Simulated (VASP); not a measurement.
# MoS2 (P6_3/mmc) in VASP: settings compared

One crystal, MoS2, is run at these levels: PBE, PBE+D3(BJ); tasks: relaxation of cell and atoms.

Everything below comes from runs of VASP 6.6.1. Logs are shortened: lines on timing, memory, paths and dates and some standing lists are left out, and cuts for length are marked.

**1. Starting point**

The structure is hexagonal, space group P6_3/mmc (No. 194). The conventional cell has a = 3.169 Å, b = 3.169 Å, c = 12.324 Å, α = 90.00°, β = 90.00°, γ = 120.00°. Mo (site symmetry -6m2) is surrounded by 6 S at 2.41 Å. S (site symmetry 3m) is surrounded by 3 Mo at 2.41 Å.

**2. Relaxation of cell and atoms, PBE**

File INCAR:

```
SYSTEM = MoS2
ALGO = Normal ; EDIFF = 1E-6
EDIFFG = -0.01 ; ENCUT = 300
GGA = PE ; IBRION = 2
ISIF = 3 ; ISMEAR = 0
KPAR = 2 ; LASPH = .True.
LCHARG = .False. ; LREAL = .False.
LWAVE = .False. ; NELM = 80
NSW = 90 ; PREC = Accurate
SIGMA = 0.03
```

File KPOINTS:

```
k-points
0
Gamma
  6 6 2
  0 0 0
```

File POSCAR:

```
MoS2
1.0
    3.1690000000      0.0000000000      0.0000000000
   -1.5845000000      2.7444345046      0.0000000000
    0.0000000000      0.0000000000     12.3240000000
Mo S
2 4
Direct
    0.3333333333      0.6666666667      0.2500000000
    0.6666666667      0.3333333333      0.7500000000
    0.3333333333      0.6666666667      0.6230000000
    0.6666666667      0.3333333333      0.1230000000
    0.3333333333      0.6666666667      0.8770000000
    0.6666666667      0.3333333333      0.3770000000
```

Potentials or basis: VASP PAW PBE potentials, release 64 (Mo, S).

Command:

```sh
> cat potpaw_PBE.64/Mo/POTCAR potpaw_PBE.64/S/POTCAR > POTCAR
> mpirun -np 2 vasp_std > vasp.out
```

OUTCAR:

```text
SYSTEM = MoS2
   EDIFF = 1E-6
   EDIFFG = -0.01
   ENCUT = 300
   GGA = PE
   IBRION = 2
   ISIF = 3
   ISMEAR = 0
   LASPH = .True.
   LREAL = .False.
   NELM = 80
   NSW = 90
   PREC = Accurate

 ion  position               nearest neighbor table
   1  0.333  0.667  0.250-   4 2.41   6 2.41   4 2.41   6 2.41   4 2.41   6 2.41
   2  0.667  0.333  0.750-   3 2.41   5 2.41   3 2.41   5 2.41   3 2.41   5 2.41
   3  0.333  0.667  0.623-   2 2.41   2 2.41   2 2.41
   4  0.667  0.333  0.123-   1 2.41   1 2.41   1 2.41
   5  0.333  0.667  0.877-   2 2.41   2 2.41   2 2.41
   6  0.667  0.333  0.377-   1 2.41   1 2.41   1 2.41

  LATTYP: Found a hexagonal cell.
 ALAT       =     3.1690000000
 C/A-ratio  =     3.8889239508

  Lattice vectors:

 A1 = (   3.1690000000,   0.0000000000,   0.0000000000)
 A2 = (  -1.5845000000,   2.7444345046,   0.0000000000)
 A3 = (   0.0000000000,   0.0000000000,  12.3240000000)

Analysis of symmetry for initial positions (statically):
=====================================================================
 Subroutine PRICEL returns:
 Original cell was already a primitive cell.

 Routine SETGRP: Setting up the symmetry group for a
 hexagonal supercell.

 Subroutine GETGRP returns: Found 24 space group operations
 (whereof 12 operations were pure point group operations)
 out of a pool of 24 trial point group operations.

The static configuration has the point symmetry D_3d.
 The point group associated with its full space group is D_6h.

Analysis of symmetry for dynamics (positions and initial velocities):
=====================================================================
 Subroutine PRICEL returns:
 Original cell was already a primitive cell.

 Routine SETGRP: Setting up the symmetry group for a
 hexagonal supercell.

 Subroutine GETGRP returns: Found 24 space group operations
 (whereof 12 operations were pure point group operations)
 out of a pool of 24 trial point group operations.

The dynamic configuration has the point symmetry D_3d.
 The point group associated with its full space group is D_6h.

 Subroutine INISYM returns: Found 24 space group operations
 (whereof 12 operations are pure point group operations),
 and found     1 'primitive' translations

----------------------------------------------------------------------------------------

                                     Primitive cell

  volume of cell :     107.1832

  direct lattice vectors                    reciprocal lattice vectors
     3.169000000  0.000000000  0.000000000     0.315556958  0.182186895  0.000000000
    -1.584500000  2.744434505  0.000000000     0.000000000  0.364373789  0.000000000
     0.000000000  0.000000000 12.324000000     0.000000000  0.000000000  0.081142486

  length of vectors
     3.169000000  3.169000000 12.324000000     0.364373789  0.364373789  0.081142486

  position of ions in fractional coordinates (direct lattice)
     0.333333333  0.666666667  0.250000000
     0.666666667  0.333333333  0.750000000
     0.333333333  0.666666667  0.623000000
     0.666666667  0.333333333  0.123000000
     0.333333333  0.666666667  0.877000000
     0.666666667  0.333333333  0.377000000

  ion indices of the primitive-cell ions
   primitive index   ion index
                 1           1
                 2           2
                 3           3
                 4           4
                 5           5
                 6           6

----------------------------------------------------------------------------------------

 KPOINTS: k-points

Automatic generation of k-mesh.
 Grid dimensions read from file:
 generate k-points for:    6    6    2

 Generating k-lattice:

  Cartesian coordinates                     Fractional coordinates (reciprocal lattice)
     0.052592826  0.030364482  0.000000000     0.166666667  0.000000000  0.000000000
     0.000000000  0.060728965  0.000000000     0.000000000  0.166666667  0.000000000
     0.000000000  0.000000000  0.040571243     0.000000000  0.000000000  0.500000000

  Length of vectors
     0.060728965  0.060728965  0.040571243

  Shift w.r.t. Gamma in fractional coordinates (k-lattice)
     0.000000000  0.000000000  0.000000000

 Subroutine IBZKPT returns following result:
 ===========================================

 Found     14 irreducible k-points:

 Following reciprocal coordinates:
            Coordinates               Weight
  0.000000  0.000000  0.000000      1.000000
  0.166667 -0.000000  0.000000      6.000000
  0.333333 -0.000000  0.000000      6.000000
  0.500000 -0.000000  0.000000      3.000000
  0.166667  0.166667  0.000000      6.000000
  0.333333  0.166667  0.000000     12.000000
  0.333333  0.333333  0.000000      2.000000
  0.000000  0.000000  0.500000      1.000000
  0.166667 -0.000000  0.500000      6.000000
  0.333333 -0.000000  0.500000      6.000000
  0.500000 -0.000000  0.500000      3.000000
  0.166667  0.166667  0.500000      6.000000
  0.333333  0.166667  0.500000     12.000000
  0.333333  0.333333  0.500000      2.000000
   k-points           NKPTS =     14   k-points in BZ     NKDIM =     14   number of bands    NBANDS=     22
   number of dos      NEDOS =    301   number of ions     NIONS =      6
   total plane-waves  NPLWV =  22680
   dimension x,y,z NGX =    18 NGY =   18 NGZ =   70
   dimension x,y,z NGXF=    36 NGYF=   36 NGZF=  140
   ions per type =               2   4
   NGX,Y,Z   is equivalent  to a cutoff of   9.44,  9.44,  9.44 a.u.
   NGXF,Y,Z  is equivalent  to a cutoff of  18.89, 18.89, 18.89 a.u.
 SYSTEM =  MoS2
   PREC   = accura    normal or accurate (medium, high low for compatibility)
   ISTART =      0    job   : 0-new  1-cont  2-samecut
   ICHARG =      2    charge: 1-file 2-atom 10-const
   ISPIN  =      1    spin polarized calculation?
   LNONCOLLINEAR =      F non collinear calculations
   LSORBIT =      F    spin-orbit coupling
   LASPH  =      T    aspherical Exc in radial PAW
   ENCUT  =  300.0 eV  22.05 Ry    4.70 a.u.   4.48  4.48 17.40*2*pi/ulx,y,z
   NELM   =     80;   NELMIN=  2; NELMDL= -5     # of ELM steps
   EDIFF  = 0.1E-05   stopping-criterion for ELM
   LREAL  =      F    real-space projection
   EDIFFG = -.1E-01   stopping-criterion for IOM
   NSW    =     90    number of steps for IOM
   IBRION =      2    ionic relax: 0-MD 1-quasi-New 2-CG
   NFREE  =      1    steps in history (QN), initial steepest desc. (CG)
   ISIF   =      3    stress and relaxation
   ISYM   =      2    0-nonsym 1-usesym 2-fastsym
   POTIM  = 0.5000    time-step for ionic-motion
   TEBEG  =    0.0;   TEEND  =   0.0 temperature during run
   PSTRESS=    0.0 pullay stress
   NELECT =      36.0000    total number of electrons
   NUPDOWN=      -1.0000    fix difference up-down
   EMIN   =  10.00;   EMAX   =-10.00  energy-range for DOS
   EFERMI =   0.00;   METHOD = LEGACY
   ISMEAR =     0;   SIGMA  =   0.03  broadening in eV -4-tet -1-fermi 0-gaus
   EFERMI_NEDOS =   21; number of points for ismear=-14 and -15
   IALGO  =     38    algorithm
   IMIX   =      4    mixing-type and parameters
     AMIX     =   0.40;   BMIX     =  1.00
     AMIX_MAG =   1.60;   BMIX_MAG =  1.00
  volume/ion in A,a.u.               =      17.86       120.55
  Fermi-wavevector in a.u.,A,eV,Ry     =   1.137977  2.150464 17.619424  1.294991
  Thomas-Fermi vector in A             =   2.274681
   LORBIT       =      0    0 simple, 1 ext, 2 COOP (PROOUT), +10 PAW based schemes
   GGA     = PE    functional components
   LHFCALC =     F    Hartree Fock is set to
   AEXX    =    0.0000 exact exchange contribution
   IVDW    =     0    specifies the selected vdW correction
   LEPSILON=     F    determine dielectric tensor
   LRPA    =     F    only Hartree local field effects (RPA)
 conjugate gradient relaxation of ions
 non-spin polarized calculation
 Gauss-broadening in eV      SIGMA  =   0.03
  energy-cutoff  :      300.00
  volume of cell :      107.18
 maximum number of plane-waves:      1294
 NGX is ok and might be reduce to    18
   NGX =  9   NGY =  9   NGZ = 35

--------------------------------------- Ionic step        1  -------------------------------------------

 number of electron      36.0000035 magnetization

 Free energy of the ion-electron system (eV)
  ---------------------------------------------------
  ext. energy  EPLUGINS =         0.00000000
  ---------------------------------------------------
  free energy    TOTEN  =       -43.48498364 eV

  energy without entropy =      -43.48498364  energy(sigma->0) =      -43.48498364

------------------------ aborting loop because EDIFF is reached ----------------------------------------

  FORCE on cell =-STRESS in cart. coord.  units (eV):
  Direction    XX          YY          ZZ          XY          YZ          ZX
  --------------------------------------------------------------------------------------
  -------------------------------------------------------------------------------------
  Total        0.8146734      0.8146734      1.2185888      0.0000000      0.0000000      0.0000000
  in kB       12.1777572     12.1777572     18.2154945      0.0000000      0.0000000      0.0000000
  external PRESSURE =      14.1903363 kB  Pullay stress =       0.0000000 kB
[... 101 lines left out ...]
  FREE ENERGIE OF THE ION-ELECTRON SYSTEM (eV)
  ---------------------------------------------------
  free  energy   TOTEN  =       -43.4903367262 eV

  energy  without entropy=      -43.4903367262  energy(sigma->0) =      -43.49033673

[... ionic steps 4 to 8 ...]

--------------------------------------- Ionic step        9  -------------------------------------------

 number of electron      36.0000020 magnetization

------------------------ aborting loop because EDIFF is reached ----------------------------------------

  FORCE on cell =-STRESS in cart. coord.  units (eV):
  Direction    XX          YY          ZZ          XY          YZ          ZX
  --------------------------------------------------------------------------------------
  -------------------------------------------------------------------------------------
  Total        0.3212303      0.3212303      0.0926407      0.0000000      0.0000000      0.0000000
  in kB        4.5564530      4.5564530      1.3140503      0.0000000      0.0000000      0.0000000
  external PRESSURE =       3.4756521 kB  Pullay stress =       0.0000000 kB
[... 65 lines left out ...]
  energy  without entropy=      -43.5249258523  energy(sigma->0) =      -43.52492585

--------------------------------------- Ionic step       11  -------------------------------------------

 number of electron      36.0000015 magnetization

 Free energy of the ion-electron system (eV)
  ---------------------------------------------------
  ext. energy  EPLUGINS =         0.00000000
  ---------------------------------------------------
  free energy    TOTEN  =       -43.52593043 eV

  energy without entropy =      -43.52593043  energy(sigma->0) =      -43.52593043

 E-fermi :   5.1076     XC(G=0): -10.3085

 val. band max:        4.9418488064   @ k =   0.0000   0.0000   0.0000
 cond. band min:       6.1211586098   @ k =   0.1667   0.1667   0.0000
 fundamental gap:      1.1793098034
 Fermi energy:         5.1075552191

 k-point     1 :       0.0000    0.0000    0.0000
  band No.  band energies     occupation
      1      -9.6780      2.00000
      2      -9.5447      2.00000
      3      -8.5086      2.00000
      4      -8.2863      2.00000
      5      -1.4601      2.00000
      6      -0.8240      2.00000
[... 372 lines left out ...]
  FREE ENERGIE OF THE ION-ELECTRON SYSTEM (eV)
  ---------------------------------------------------
  free  energy   TOTEN  =       -43.5259304307 eV

  energy  without entropy=      -43.5259304307  energy(sigma->0) =      -43.52593043

 reached required accuracy - stopping structural energy minimisation
```

It took 80 s on 2 MPI ranks of AMD EPYC 7R13 (Zen 3), shared host; peak memory 0.14 GiB.

Results:

```yaml
Free_energy: -43.5259 eV
Relaxed_volume: 18.99 Å³/atom
Relaxed_cell: a = 3.179 Å, b = 3.179 Å, c = 13.020 Å, α = 90.00°, β = 90.00°, γ = 120.00°
Space_group_after_relaxing_to_0.05_Å: P6_3/mmc (No. 194)
Energy_gained_by_relaxing: 6.8 meV/atom
Ionic_steps: 11
Pressure_after_relaxing: 0.0 GPa
Band_gap_on_the_k_mesh: 1.18 eV, indirect (least direct gap 1.64 eV)
```

Forces in eV/Å, atoms in the order of the input:
```
Mo   0.000  0.000  0.000
Mo   0.000  0.000  0.000
S    0.000  0.000  0.003
S    0.000  0.000  0.003
S    0.000  0.000 -0.003
S    0.000  0.000 -0.003
```

The path:
```
step  energy change (eV)  largest force (eV/Å)  pressure (GPa)  volume (Å³)
   1              0.0000                0.0484            1.42       107.18
   2              0.0014                0.4045           -1.84       109.66
   3             -0.0054                0.2178           -0.15       108.34
   4             -0.0128                0.1489           -0.14       109.02
   5             -0.0220                0.0217           -0.08       110.66
   6             -0.0279                0.0011           -0.08       111.05
   7             -0.0377                0.0653           -0.02       112.20
   8             -0.0384                0.0870            0.00       112.58
   9             -0.0398                0.0106            0.35       112.95
  10             -0.0399                0.0178            0.48       113.09
  11             -0.0409                0.0028            0.02       113.95
```

Final structure:
```xyz
6
Lattice="3.1789 0.0000 0.0000 -1.5895 2.7530 0.0000 0.0000 0.0000 13.0199" Properties=species:S:1:pos:R:3 pbc="T T T"
Mo    0.0000    1.8354    3.2550
Mo    1.5895    0.9177    9.7649
S     0.0000    1.8354    8.2013
S     1.5895    0.9177    1.6913
S     0.0000    1.8354   11.3286
S     1.5895    0.9177    4.8186
```

Caveat: the cutoff is under 1.25 times the usual one of these potentials, so pressure, stress and relaxed cells hold a basis-set (Pulay) error; this functional lacks dispersion, which binds the layers, so the pressure and a relaxed spacing across them are unreliable. PBE usually gives volumes a little too large and moduli too small.

(Continued in part 2 of 2.)
